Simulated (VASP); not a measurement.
# GaN (F-43m) in VASP: further runs, part 2 of 2

VASP 6.6.1. Earlier steps stand in the parts before.

## (3) Single point, PBEsol

INCAR reads:

```
SYSTEM = GaN
  PREC = Accurate
  ENCUT = 520
  EDIFF = 1E-6
  ISMEAR = 0
  SIGMA = 0.02
  LREAL = .FALSE.
  LASPH = .TRUE.
  NELM = 100
  ALGO = Normal
  ISIF = 2
  LWAVE = .FALSE.
  LCHARG = .FALSE.
  GGA = PS
  NBANDS = 16
```

KPOINTS reads:

```
Automatic mesh
0
G
  16 16 16
  0 0 0
```

POSCAR reads:

```
GaN
1.0
    0.0000000000      2.2472400000      2.2472400000
    2.2472400000      0.0000000000      2.2472400000
    2.2472400000      2.2472400000      0.0000000000
Ga N
1 1
Direct
    0.0000000000      0.0000000000      0.0000000000
    0.2500000000      0.2500000000      0.2500000000
```

Potentials or basis: VASP PAW PBE potentials, release 64 (Ga_d, N).

Command:

```console
> cat potpaw_PBE.64/Ga_d/POTCAR potpaw_PBE.64/N/POTCAR > POTCAR
> mpirun -np 1 vasp_std > vasp.out
```

OUTCAR:

```text
SYSTEM = GaN
   PREC = Accurate
   ENCUT = 520
   EDIFF = 1E-6
   ISMEAR = 0
   LREAL = .FALSE.
   LASPH = .TRUE.
   NELM = 100
   ISIF = 2
   GGA = PS

 ion  position               nearest neighbor table
   1  0.000  0.000  0.000-   2 1.95   2 1.95   2 1.95   2 1.95
   2  0.250  0.250  0.250-   1 1.95   1 1.95   1 1.95   1 1.95

  LATTYP: Found a face centered cubic cell.
 ALAT       =     4.4944800000

  Lattice vectors:

 A1 = (   0.0000000000,   2.2472400000,   2.2472400000)
 A2 = (   2.2472400000,   0.0000000000,   2.2472400000)
 A3 = (   2.2472400000,   2.2472400000,   0.0000000000)

Analysis of symmetry for initial positions (statically):
=====================================================================
 Subroutine PRICEL returns:
 Original cell was already a primitive cell.

 Routine SETGRP: Setting up the symmetry group for a
 face centered cubic supercell.

 Subroutine GETGRP returns: Found 24 space group operations
 (whereof 24 operations were pure point group operations)
 out of a pool of 48 trial point group operations.

The static configuration has the point symmetry T_d .

Analysis of symmetry for dynamics (positions and initial velocities):
=====================================================================
 Subroutine PRICEL returns:
 Original cell was already a primitive cell.

 Routine SETGRP: Setting up the symmetry group for a
 face centered cubic supercell.

 Subroutine GETGRP returns: Found 24 space group operations
 (whereof 24 operations were pure point group operations)
 out of a pool of 48 trial point group operations.

The dynamic configuration has the point symmetry T_d .

 Subroutine INISYM returns: Found 24 space group operations
 (whereof 24 operations are pure point group operations),
 and found     1 'primitive' translations

----------------------------------------------------------------------------------------

[... 112 lines left out ...]
     AMIX_MAG =   1.60;   BMIX_MAG =  1.00
  volume/ion in A,a.u.               =      11.35        76.59
  Fermi-wavevector in a.u.,A,eV,Ry     =   1.515326  2.863552 31.241893  2.296214
  Thomas-Fermi vector in A             =   2.624865
   LORBIT       =      0    0 simple, 1 ext, 2 COOP (PROOUT), +10 PAW based schemes
   GGA     = PS    functional components
   LHFCALC =     F    Hartree Fock is set to
   AEXX    =    0.0000 exact exchange contribution
   IVDW    =     0    specifies the selected vdW correction
   LEPSILON=     F    determine dielectric tensor
   LRPA    =     F    only Hartree local field effects (RPA)
 non-spin polarized calculation
 Gauss-broadening in eV      SIGMA  =   0.02
  energy-cutoff  :      520.00
  volume of cell :       22.70
 maximum number of plane-waves:       622
   NGX = 11   NGY = 11   NGZ = 11

 number of electron      18.0000010 magnetization

 Free energy of the ion-electron system (eV)
  ---------------------------------------------------
  ext. energy  EPLUGINS =         0.00000000
  ---------------------------------------------------
  free energy    TOTEN  =       -13.12256608 eV

  energy without entropy =      -13.12256608  energy(sigma->0) =      -13.12256608

 E-fermi :   5.3987     XC(G=0): -11.9469

 val. band max:        5.2405392638   @ k =   0.0000   0.0000   0.0000
 cond. band min:       6.9769709811   @ k =   0.0000   0.0000   0.0000
 fundamental gap:      1.7364317173
 Fermi energy:         5.3987033989

 k-point     1 :       0.0000    0.0000    0.0000
  band No.  band energies     occupation
      1     -10.7636      2.00000
      2      -8.1700      2.00000
      3      -8.1700      2.00000
      4      -8.1700      2.00000
      5      -7.8364      2.00000
      6      -7.8364      2.00000
[... 433 lines left out ...]
      3      -8.1512      2.00000
      4      -8.1336      2.00000
      5      -7.8419      2.00000
      6      -7.8336      2.00000
[... 8 lines left out ...]
     15      22.3189      0.00000
     16      23.6995      0.00000

 [... further k-points ...]

------------------------ aborting loop because EDIFF is reached ----------------------------------------

  FORCE on cell =-STRESS in cart. coord.  units (eV):
  Direction    XX          YY          ZZ          XY          YZ          ZX
  --------------------------------------------------------------------------------------
  -------------------------------------------------------------------------------------
  Total        0.0348137      0.0348137      0.0348137      0.0000000      0.0000000      0.0000000
  in kB        2.4574375      2.4574375      2.4574375      0.0000000      0.0000000      0.0000000
  external PRESSURE =       2.4574375 kB  Pullay stress =       0.0000000 kB

 VOLUME and BASIS-vectors are now :
 -----------------------------------------------------------------------------
  energy-cutoff  :      520.00
  volume of cell :       22.70
      direct lattice vectors                 reciprocal lattice vectors
     0.000000000  2.247240000  2.247240000    -0.222495150  0.222495150  0.222495150
     2.247240000  0.000000000  2.247240000     0.222495150 -0.222495150  0.222495150
     2.247240000  2.247240000  0.000000000     0.222495150  0.222495150 -0.222495150

 POSITION                                       TOTAL-FORCE (eV/Angst)
 -----------------------------------------------------------------------------------
      0.00000      0.00000      0.00000        -0.000000     -0.000000     -0.000000
      1.12362      1.12362      1.12362         0.000000      0.000000      0.000000
 -----------------------------------------------------------------------------------
    total drift:                                0.000001      0.000001      0.000001

  FREE ENERGIE OF THE ION-ELECTRON SYSTEM (eV)
  ---------------------------------------------------
  free  energy   TOTEN  =       -13.1225660846 eV

  energy  without entropy=      -13.1225660846  energy(sigma->0) =      -13.12256608
```

stdout:

```text
POSCAR found type information on POSCAR GaN
 POSCAR found :  2 types and       2 ions
 scaLAPACK will be used
 -----------------------------------------------------------------------------
|                                                                             |
|                                                                             |
|     You enforced a specific xc type in the INCAR file but a different       |
|     I HOPE YOU KNOW WHAT YOU ARE DOING!                                     |
|                                                                             |
 -----------------------------------------------------------------------------

 LDA part: xc-table for (Slater+PW92), standard interpolation
 POSCAR, INCAR and KPOINTS ok, starting setup
 FFT: planning ... GRIDC
 FFT: planning ... GRID_SOFT
 FFT: planning ... GRID
 WAVECAR not read
 entering main loop
```

It took 24 s on 1 thread of Intel Xeon Platinum 8488C (Sapphire Rapids), shared host; peak memory 0.17 GiB.

What came out:

* Free energy: -13.1226 eV
* Pressure: 0.2 GPa
* Band gap on the k mesh: 1.74 eV, direct

Caveat: the PAW data sets were made with another functional, which shifts forces and pressure a little.

## (4) Single point, PBEsol

INCAR: that of step 3 with these lines changed.

```diff
@@ -5,3 +5,3 @@
   ISMEAR = 0
-  SIGMA = 0.02
+  SIGMA = 0.5
   LREAL = .FALSE.
```

KPOINTS reads:

```
Automatic mesh
0
G
  10 10 10
  0 0 0
```

POSCAR is that of step 3.

Potentials or basis: VASP PAW PBE potentials, release 64 (Ga_d, N).

Command:

```console
> cat potpaw_PBE.64/Ga_d/POTCAR potpaw_PBE.64/N/POTCAR > POTCAR
> mpirun -np 1 vasp_std > vasp.out
```

OUTCAR:

```text
SYSTEM = GaN
   PREC = Accurate
   ENCUT = 520
   EDIFF = 1E-6
   ISMEAR = 0
   LREAL = .FALSE.
   LASPH = .TRUE.
   NELM = 100
   ISIF = 2
   GGA = PS

 ion  position               nearest neighbor table
   1  0.000  0.000  0.000-   2 1.95   2 1.95   2 1.95   2 1.95
   2  0.250  0.250  0.250-   1 1.95   1 1.95   1 1.95   1 1.95

  LATTYP: Found a face centered cubic cell.
 ALAT       =     4.4944800000

  Lattice vectors:

 A1 = (   0.0000000000,   2.2472400000,   2.2472400000)
 A2 = (   2.2472400000,   0.0000000000,   2.2472400000)
 A3 = (   2.2472400000,   2.2472400000,   0.0000000000)

Analysis of symmetry for initial positions (statically):
=====================================================================
 Subroutine PRICEL returns:
 Original cell was already a primitive cell.

 Routine SETGRP: Setting up the symmetry group for a
 face centered cubic supercell.

 Subroutine GETGRP returns: Found 24 space group operations
 (whereof 24 operations were pure point group operations)
 out of a pool of 48 trial point group operations.

The static configuration has the point symmetry T_d .

Analysis of symmetry for dynamics (positions and initial velocities):
=====================================================================
 Subroutine PRICEL returns:
 Original cell was already a primitive cell.

 Routine SETGRP: Setting up the symmetry group for a
 face centered cubic supercell.

 Subroutine GETGRP returns: Found 24 space group operations
 (whereof 24 operations were pure point group operations)
 out of a pool of 48 trial point group operations.

The dynamic configuration has the point symmetry T_d .

 Subroutine INISYM returns: Found 24 space group operations
 (whereof 24 operations are pure point group operations),
 and found     1 'primitive' translations

----------------------------------------------------------------------------------------

[... 112 lines left out ...]
     AMIX_MAG =   1.60;   BMIX_MAG =  1.00
  volume/ion in A,a.u.               =      11.35        76.59
  Fermi-wavevector in a.u.,A,eV,Ry     =   1.515326  2.863552 31.241893  2.296214
  Thomas-Fermi vector in A             =   2.624865
   LORBIT       =      0    0 simple, 1 ext, 2 COOP (PROOUT), +10 PAW based schemes
   GGA     = PS    functional components
   LHFCALC =     F    Hartree Fock is set to
   AEXX    =    0.0000 exact exchange contribution
   IVDW    =     0    specifies the selected vdW correction
   LEPSILON=     F    determine dielectric tensor
   LRPA    =     F    only Hartree local field effects (RPA)
 non-spin polarized calculation
 Gauss-broadening in eV      SIGMA  =   0.50
  energy-cutoff  :      520.00
  volume of cell :       22.70
 maximum number of plane-waves:       620
   NGX = 11   NGY = 11   NGZ = 11

 number of electron      18.0000010 magnetization

 Free energy of the ion-electron system (eV)
  ---------------------------------------------------
  ext. energy  EPLUGINS =         0.00000000
  ---------------------------------------------------
  free energy    TOTEN  =       -13.12248019 eV

  energy without entropy =      -13.12238264  energy(sigma->0) =      -13.12243142

 E-fermi :   6.2741     XC(G=0): -11.9468

 val. band max:        5.2406493321   @ k =   0.0000   0.0000   0.0000
 cond. band min:       6.9770305306   @ k =   0.0000   0.0000   0.0000
 fundamental gap:      1.7363811985
 Fermi energy:         6.2740886441

 k-point     1 :       0.0000    0.0000    0.0000
  band No.  band energies     occupation
      1     -10.7635      2.00000
      2      -8.1700      2.00000
      3      -8.1700      2.00000
      4      -8.1700      2.00000
      5      -7.8364      2.00000
      6      -7.8364      2.00000
[... 433 lines left out ...]
      3      -7.9374      2.00000
      4      -7.9365      2.00000
      5      -7.7736      2.00000
      6      -6.9316      2.00000
[... 8 lines left out ...]
     15      27.5700      0.00000
     16      27.6646      0.00000

 [... further k-points ...]

------------------------ aborting loop because EDIFF is reached ----------------------------------------

  FORCE on cell =-STRESS in cart. coord.  units (eV):
  Direction    XX          YY          ZZ          XY          YZ          ZX
  --------------------------------------------------------------------------------------
  -------------------------------------------------------------------------------------
  Total        0.0349327      0.0349327      0.0349327      0.0000000      0.0000000      0.0000000
  in kB        2.4658383      2.4658383      2.4658383      0.0000000      0.0000000      0.0000000
  external PRESSURE =       2.4658383 kB  Pullay stress =       0.0000000 kB

 VOLUME and BASIS-vectors are now :
 -----------------------------------------------------------------------------
  energy-cutoff  :      520.00
  volume of cell :       22.70
      direct lattice vectors                 reciprocal lattice vectors
     0.000000000  2.247240000  2.247240000    -0.222495150  0.222495150  0.222495150
     2.247240000  0.000000000  2.247240000     0.222495150 -0.222495150  0.222495150
     2.247240000  2.247240000  0.000000000     0.222495150  0.222495150 -0.222495150

 POSITION                                       TOTAL-FORCE (eV/Angst)
 -----------------------------------------------------------------------------------
      0.00000      0.00000      0.00000        -0.000000      0.000000      0.000000
      1.12362      1.12362      1.12362         0.000000     -0.000000     -0.000000
 -----------------------------------------------------------------------------------
    total drift:                                0.000001      0.000001      0.000001

  FREE ENERGIE OF THE ION-ELECTRON SYSTEM (eV)
  ---------------------------------------------------
  free  energy   TOTEN  =       -13.1224801912 eV

  energy  without entropy=      -13.1223826430  energy(sigma->0) =      -13.12243142
```

Wall time 13 s (1 thread of Intel Xeon Platinum 8488C (Sapphire Rapids), shared host); peak memory 0.14 GiB.

What came out:

| Quantity | Value |
| --- | --- |
| Free energy | -13.1225 eV |
| Pressure | 0.2 GPa |
| Band gap on the k mesh | 1.74 eV, direct |

Levels at points of the mesh, in eV from the valence-band top:
```
           k point  band 5  band 6  band 7  band 8  band 9  band 10  band 11  band 12  band 13  band 14
(0.00, 0.00, 0.00)  -13.08  -13.08    0.00    0.00    0.00     1.74    10.25    10.25    10.25    17.50
(0.50, 0.00, 0.00)  -13.03  -11.83   -7.17   -0.99   -0.99     4.62     8.67    10.31    10.31    15.51
(0.50, 0.50, 0.00)  -13.00  -11.40   -6.21   -2.76   -2.76     3.23     6.61    11.63    13.97    13.97
```

Caveat: the PAW data sets were made with another functional, which shifts forces and pressure a little.

## (5) Overview

| k mesh | cutoff (eV) | smearing | gap on the mesh (eV) | pressure (GPa) |
| --- | --- | --- | --- | --- |
| 10 × 10 × 10 | 700 | gaussian 0.02 eV | 1.74 | 0.1 |
| 16 × 16 × 16 | 520 | gaussian 0.02 eV | 1.74 | 0.2 |
| 10 × 10 × 10 | 520 | gaussian 0.5 eV | 1.74 | 0.2 |

Alike in all rows: task single point; level PBEsol; potentials or basis VASP PAW PBE potentials, release 64 (Ga_d, N); no spin polarisation; cell as given.

On the cell as given the gap runs from 1.74 eV (PBEsol) to 1.74 eV (PBEsol); the meshes differ, which moves gaps too.

Caveats: the PAW data sets were made with another functional, which shifts forces and pressure a little.

Total energies depend on the potentials used, so only differences within one code and one set of settings carry meaning.

## (6) Comparison with measurements

Step 2. Measured gap of GaN: 3.299 eV (direct; 0 K; a printed reference work, textbook). This calculation gives 1.74 eV (-1.56 eV). Spin-orbit coupling on Ga is left out. The value is that of PBEsol, without temperature or zero-point motion. Semilocal functionals fall short of measured gaps as a rule. The cell is a database's relaxed one, not the measured one, which moves gaps too.

Step 3. Measured gap of GaN: 3.299 eV (direct; 0 K; a printed reference work, textbook). This calculation gives 1.74 eV (-1.56 eV). Spin-orbit coupling on Ga is left out. The value is that of PBEsol on a finite k mesh, which can miss the band edges, without temperature or zero-point motion. Semilocal functionals fall short of measured gaps as a rule. The cell is a database's relaxed one, not the measured one, which moves gaps too.

Step 4. Measured gap of GaN: 3.299 eV (direct; 0 K; a printed reference work, textbook). This calculation gives 1.74 eV (-1.56 eV). Spin-orbit coupling on Ga is left out. The value is that of PBEsol, without temperature or zero-point motion. Semilocal functionals fall short of measured gaps as a rule. The cell is a database's relaxed one, not the measured one, which moves gaps too.
